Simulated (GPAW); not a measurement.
Rh:

```
Rh
1.0
     0.00000    1.89785    1.89785
     1.89785    0.00000    1.89785
     1.89785    1.89785    0.00000
Rh
1
Direct
  0.00000 0.00000 0.00000
```

Program: GPAW 26.7.0. Alike in all runs: cell as given; k mesh 12 × 12 × 12; cutoff (eV) 600.

Task: Order these runs on this cell by their pressure, lowest first.
A. level r2SCAN; potentials or basis GPAW PAW data sets (gpaw-data 1.2.1), pw; spin off; smearing fermi-dirac 0.05 eV; band path GXWKGLUWLK,UX; band points 80
B. level revPBE; potentials or basis the program's PAW data sets (release 1.2.1) made for this functional, pw; spin off; smearing fermi-dirac 0.05 eV; band path GXWKGLUWLK,UX; band points 60
C. level PBEsol; potentials or basis PAW data sets generated in the run's folder for this functional, pw; spin SOC, no magnetisation; smearing fermi-dirac 0.05 eV; band path GXWKGLUWLK,UX; band points 80; spin axis theta (degrees) 54.7; spin axis phi (degrees) 45; soc after scf second variation
D. level BLYP; potentials or basis PAW data sets generated in the run's folder for this functional, pw; spin off; smearing fermi-dirac 0.05 eV; band path GXWKGLUWLK,UX; band points 80
E. level PBE; potentials or basis GPAW PAW data sets (gpaw-data 1.2.1), pw; spin off; smearing gaussian 0.023 eV

Result: C (-1.4 GPa), A (5.6 GPa), E (9.2 GPa), B (13.1 GPa), D (22.1 GPa).

Caveats: the PAW data sets were made with another functional, which shifts forces and pressure a little (some runs); spin-orbit coupling was added after a scalar SCF, so levels and gaps hold it while energy, forces, pressure and moments don't (some runs); so large a pressure means that the cell lies far from this level's equilibrium, or that cutoff or potentials fall short (some runs).

Not every run made on this cell is shown here.
